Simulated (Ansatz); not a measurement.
**AlRu: a short molecular-dynamics run**

A trajectory of AlRu, a distorted structure with 8 atoms that was not relaxed first: 60 steps of 2 fs under a Langevin thermostat at 300 K.

All numbers below are computed with Ansatz 0.2.0 (DFT PBE, plane waves, PAW, scalar-relativistic, no spin polarisation).

**1. The structure to begin with**

The cell holds 8 atoms (Al4Ru4): a = 6.059 Å, b = 6.019 Å, c = 3.023 Å, α = 91.25°, β = 91.92°, γ = 91.06°.

Structure file:

```
CELL_PARAMETERS angstrom
6.05780 -0.05647 -0.10165
-0.05647 6.01850 -0.06641
-0.05083 -0.03321 3.02263
ATOMIC_POSITIONS crystal
Ru 0.25716 0.26665 0.49728
Ru 0.30331 0.72927 0.51222
Ru 0.75668 0.26252 0.46883
Ru 0.73532 0.76122 0.49864
Al 0.03417 0.01705 0.02280
Al 0.99185 0.48930 0.04779
Al 0.43105 0.98646 0.99784
Al 0.47161 0.50507 0.95093
```

**2. The run**

input.yaml

```yaml
crystal:
  lattice:
    - [6.057797, -0.056467, -0.101651]
    - [-0.056467, 6.0185, -0.066414]
    - [-0.050825, -0.033207, 3.022634]
  atoms:
    - { symbol: Ru, position: [0.257161, 0.266645, 0.497278] }
    - { symbol: Ru, position: [0.303311, 0.72927, 0.512216] }
    - { symbol: Ru, position: [0.756681, 0.262517, 0.468828] }
    - { symbol: Ru, position: [0.735317, 0.76122, 0.498644] }
    - { symbol: Al, position: [0.034174, 0.017051, 0.022805] }
    - { symbol: Al, position: [0.991846, 0.489296, 0.047787] }
    - { symbol: Al, position: [0.431051, 0.986462, 0.997836] }
    - { symbol: Al, position: [0.471606, 0.50507, 0.950927] }
kpoints:
  mp_grid: { grid: [3, 3, 5] }
magnetization:
  spin_polarized: false
scf:
  occupations: { method: gaussian, width: 0.1 }
hamiltonian:
  pseudopotentials: { kind: paw }
  xc: pbe
basis:
  ecutwfc: 420
md:
  timestep: 2.0
  n_steps: 60
  ensemble: nvt_langevin
  temperature: 300.0
  initial_velocities: maxwell_boltzmann
  seed: 623067
```

Started as:

```console
$ ansatz run input.yaml --threads 2 --pin off --max-ram 2560MiB --backend cpu --events-out ev --progress --plain --runs-dir out
```

Standard output, cut to the lines that bear on the results:

```text
Warning: md: disabling space-group detection — thermal motion breaks the input geometry's symmetry, so no spatial operation reduces the k-mesh or symmetrises the density; time reversal is kept, so that k and −k are solved as one point where they differ and the mesh holds both, and exact [...]
Warning: RAYON_NUM_THREADS=2 ignored (pool sized by the plan → 2); use --threads N
[...]
Pseudopotentials: kind: paw
Pseudopotential: Ru, paw, valence charge 16, recommended cutoff 420 eV (normal), Ru.paw.azcp
Pseudopotential: Al, paw, valence charge 3, recommended cutoff 420 eV (normal), Al.paw.azcp
Functional definition: PBE
[...]
Crystal: 8 atoms, lattice volume = 110.147 Å³
Basis set: ecut = 420 eV, 2125 PW (Γ), exchange–correlation on 90×90×48 points (8 copies of the dense FFT grid, shifted against one another)
Bands: 46, of which v1, the nominal top of the filled ones, is band 38 counted from 1 (37 counted from 0)
Symmetry: 1 space group operations
k-points: 23 of 45 (time reversal used)
[...]
SCF iter   1: F=—  HF=-25666.496026 eV  |F-HF|=—  |Δ(HF+E_count)|=         —  Δρ=8.27e-3  dr2=1.38e-1  ethr=1.77e-3  ⟨swp⟩=7.1  Hψ=4213  notcnv=0  defer=1
[...]
md step     0: t =     0.00 fs  T =   262.5 K  F+E_penalty+E_count = -25666.47958238 eV  E_kin = 0.271446 eV  (8 SCF iters)
[...]
md step    15: t =    30.00 fs  T =  1745.8 K  F+E_penalty+E_count = -25668.94385789 eV  E_kin = 1.805260 eV  (5 SCF iters)
[...]
md step    30: t =    60.00 fs  T =  1361.7 K  F+E_penalty+E_count = -25668.81793276 eV  E_kin = 1.408061 eV  (7 SCF iters)
[...]
md step    45: t =    90.00 fs  T =   735.4 K  F+E_penalty+E_count = -25668.53478357 eV  E_kin = 0.760492 eV  (5 SCF iters)
[...]
md step    59: t =   118.00 fs  T =   954.0 K  F+E_penalty+E_count = -25669.02969591 eV  E_kin = 0.986461 eV  (5 SCF iters)
[...]
md step    60: t =   120.00 fs  T =   939.5 K  F+E_penalty+E_count = -25669.05303581 eV  E_kin = 0.971524 eV  (7 SCF iters)
SCF converged after 7 iterations
Free energy (F): -25669.053036 eV
[...]
E sigma→0 (E₀):  -25669.028840 eV
Entropy (-TS):   -0.048391 eV (-6.049 meV/atom)
Fermi energy:    15.494889 eV
[...]
--- Forces (eV/Å), atoms counted from 1 ---
  atom   1  Ru    -1.38796067     0.15103103     1.00605932
  atom   2  Ru     0.59427305    -0.24028718     0.29028048
  atom   3  Ru    -0.92339307    -0.38548062    -0.12285749
  atom   4  Ru    -0.33746209     0.91176761     0.58267624
  atom   5  Al    -0.20985841     0.59024811     0.58305040
  atom   6  Al     0.34995773    -0.45265628    -1.91344659
  atom   7  Al     1.21932112    -0.51121510    -0.15816019
  atom   8  Al     0.69511562    -0.06341206    -0.26760622
[...]
--- MD trajectory: 60 steps, t = 0.0 → 120.0 fs ---
  final state: T = 939.5 K   F+E_penalty+E_count = -25669.05303581 eV   E_kin = 0.971524 eV
```

Wall time 9.8 min (2 threads of an Arm CPU, shared host); peak memory 0.44 GiB.

**3. Frames and traces**

One step in 5; energies are changes from step 0; msd is the mean square displacement from the start, the centre of mass held:

```
time (fs)  T (K)  potential energy change (meV/atom)  msd Al (Å²)  msd Ru (Å²)
      0.0    262                                 0.0        0.000        0.000
     10.0   1362                              -167.5        0.007        0.001
     20.0   2354                              -334.5        0.057        0.007
     30.0   1746                              -308.0        0.161        0.019
     40.0   1193                              -223.2        0.254        0.036
     50.0    957                              -226.1        0.274        0.053
     60.0   1362                              -292.3        0.218        0.067
     70.0   1368                              -314.4        0.147        0.078
     80.0   1022                              -287.0        0.090        0.083
     90.0    735                              -256.9        0.058        0.080
    100.0    709                              -261.9        0.047        0.073
    110.0    905                              -298.6        0.053        0.065
    120.0    940                              -321.7        0.083        0.058
```

time (fs), T (K) and a bar:
```
      0.0        262 
      6.0        797 ########
     10.0       1362 ################
     16.0       2065 ##########################
     20.0       2354 ##############################
     26.0       2275 #############################
     32.0       1615 ###################
     36.0       1341 ###############
     42.0       1095 ############
     46.0        919 #########
     52.0       1029 ###########
     58.0       1289 ###############
     62.0       1426 #################
     68.0       1283 ###############
     74.0       1263 ##############
     78.0       1123 ############
     84.0        848 ########
     88.0        749 #######
     94.0        676 ######
    100.0        709 ######
    104.0        806 ########
    110.0        905 #########
    114.0        905 #########
    120.0        940 ##########
```

**4. Positions and forces**

Positions (Å) and forces (eV/Å):

```xyz
8
Lattice="6.058 -0.056 -0.102 -0.056 6.019 -0.066 -0.051 -0.033 3.023" Properties=species:S:1:pos:R:3:forces:R:3 pbc="T T T" time_fs=16.0 T=2065 dE=-2.2973
Ru    1.511    1.566    1.460   -0.606   -0.341    0.373
Ru    1.688    4.363    1.449   -3.181    0.930   -0.070
Ru    4.504    1.508    1.319    0.104   -1.156    0.902
Ru    4.457    4.514    1.367    0.793    0.822    0.376
Al    0.095    0.058    0.062   -0.772   -0.528   -0.525
Al    5.984    3.004   -0.027    0.152    0.229   -0.834
Al    2.642    5.969    2.982    2.390    0.853   -0.335
Al    2.988    2.965    2.918    1.118   -0.808    0.114
8
Lattice="6.058 -0.056 -0.102 -0.056 6.019 -0.066 -0.051 -0.033 3.023" Properties=species:S:1:pos:R:3:forces:R:3 pbc="T T T" time_fs=30.0 T=1746 dE=-2.4643
Ru    1.489    1.564    1.468   -0.374    0.021    0.226
Ru    1.555    4.387    1.432    0.134    0.798    0.471
Ru    4.477    1.467    1.338    2.324   -0.471    2.019
Ru    4.524    4.524    1.375   -0.623    0.331    0.526
Al   -0.050   -0.010    0.058    1.259    0.513   -0.313
Al    5.986    3.106   -0.102    0.436   -0.997   -0.401
Al    2.934    6.085    3.007   -0.898   -1.142   -1.089
Al    3.239    2.902    3.034   -2.258    0.948   -1.441
8
Lattice="6.058 -0.056 -0.102 -0.056 6.019 -0.066 -0.051 -0.033 3.023" Properties=species:S:1:pos:R:3:forces:R:3 pbc="T T T" time_fs=44.0 T=945 dE=-1.6829
Ru    1.454    1.537    1.473    0.398   -0.012   -0.024
Ru    1.435    4.433    1.420    1.761    0.774    0.246
Ru    4.497    1.416    1.393    2.808    1.175    1.732
Ru    4.555    4.544    1.396   -1.315   -0.711   -0.006
Al   -0.098   -0.046    0.034    2.077    1.119    0.058
Al    6.030    3.107   -0.226    0.303   -1.301    0.506
Al    3.135    6.126    2.949   -2.888   -1.924   -1.069
Al    3.351    2.914    3.064   -3.144    0.880   -1.442
8
Lattice="6.058 -0.056 -0.102 -0.056 6.019 -0.066 -0.051 -0.033 3.023" Properties=species:S:1:pos:R:3:forces:R:3 pbc="T T T" time_fs=60.0 T=1362 dE=-2.3384
Ru    1.425    1.501    1.474    1.343   -0.018   -0.267
Ru    1.352    4.502    1.411    2.340    0.341   -0.059
Ru    4.581    1.390    1.460    0.138    1.541   -0.677
Ru    4.547    4.542    1.409   -0.813   -1.065   -0.653
Al   -0.015   -0.017    0.009    0.973    0.533    0.193
Al    6.097    3.019   -0.322   -0.356   -0.449    1.337
Al    3.128    6.053    2.826   -2.128   -0.732    0.447
Al    3.200    2.974    2.981   -1.497   -0.151   -0.321
8
Lattice="6.058 -0.056 -0.102 -0.056 6.019 -0.066 -0.051 -0.033 3.023" Properties=species:S:1:pos:R:3:forces:R:3 pbc="T T T" time_fs=76.0 T=1173 dE=-2.4000
Ru    1.432    1.466    1.463    1.977    0.591   -0.382
Ru    1.322    4.572    1.416    1.336   -1.189   -0.367
Ru    4.667    1.405    1.494   -2.580    0.304   -1.593
Ru    4.505    4.512    1.416    0.013   -0.760   -0.723
Al    0.096    0.066   -0.002   -0.822   -0.644   -0.011
Al    6.096    2.874   -0.289   -0.009    1.453    1.444
Al    2.963    5.955    2.718   -0.170    0.329    1.218
Al    2.930    2.997    2.867    0.254   -0.085    0.413
8
Lattice="6.058 -0.056 -0.102 -0.056 6.019 -0.066 -0.051 -0.033 3.023" Properties=species:S:1:pos:R:3:forces:R:3 pbc="T T T" time_fs=90.0 T=735 dE=-2.0552
Ru    1.469    1.456    1.435    0.971    0.620   -0.428
Ru    1.332    4.594    1.420    0.195   -1.990   -1.016
Ru    4.679    1.433    1.490   -2.952   -0.181   -1.277
Ru    4.479    4.464    1.419   -0.072   -0.367   -0.555
Al    0.124    0.085   -0.064   -1.402   -0.799    0.388
Al    6.061    2.842   -0.133    0.041    1.538    0.266
Al    2.823    5.908    2.687    1.552    0.724    1.636
Al    2.734    2.973    2.794    1.667    0.454    0.986
8
Lattice="6.058 -0.056 -0.102 -0.056 6.019 -0.066 -0.051 -0.033 3.023" Properties=species:S:1:pos:R:3:forces:R:3 pbc="T T T" time_fs=104.0 T=806 dE=-2.2006
Ru    1.516    1.454    1.392   -0.431    0.007    0.035
Ru    1.360    4.577    1.413    0.132   -1.436   -0.759
Ru    4.652    1.450    1.471   -2.307   -0.256   -0.519
Ru    4.448    4.413    1.398   -0.357    0.036   -0.143
Al    0.064    0.022   -0.102   -0.964   -0.153    0.581
Al    6.020    2.893    0.048    0.001    0.741   -1.256
Al    2.783    5.931    2.741    1.918    0.426    1.282
Al    2.676    2.954    2.827    2.007    0.636    0.778
8
Lattice="6.058 -0.056 -0.102 -0.056 6.019 -0.066 -0.051 -0.033 3.023" Properties=species:S:1:pos:R:3:forces:R:3 pbc="T T T" time_fs=120.0 T=940 dE=-2.5735
Ru    1.553    1.443    1.349   -1.388    0.151    1.006
Ru    1.401    4.549    1.395    0.594   -0.240    0.290
Ru    4.575    1.470    1.456   -0.923   -0.385   -0.123
Ru    4.407    4.367    1.362   -0.337    0.912    0.583
Al   -0.041   -0.079   -0.115   -0.210    0.590    0.583
Al    5.985    2.982    0.135    0.350   -0.453   -1.913
Al    2.850    6.013    2.895    1.219   -0.511   -0.158
Al    2.791    2.976    2.925    0.695   -0.063   -0.268
```

**5. Outcome**

```
                             quantity                           value
                               length                60 steps of 2 fs
     temperature, first and last step                   262 and 940 K
             temperature, second half  mean 988 K, from 676 to 1435 K
        potential energy, second half    -289 meV/atom from the start
mean square displacement, second half           Al 0.091, Ru 0.074 Å²
```

Against a set 300 K the second half averages 988 K, going from 1362 to 940 K over that half; the potential energy of that half lies 289 meV/atom under the start, so the atoms have moved to lower-lying arrangements, and the energy set free heats the cell. The farthest move is 0.70 Å against a mean nearest distance of 2.3 Å: a large displacement, and the run is too short to tell whether atoms leave their places. A run of 120 fs with 8 atoms shows the motion but fixes no equilibrium value.
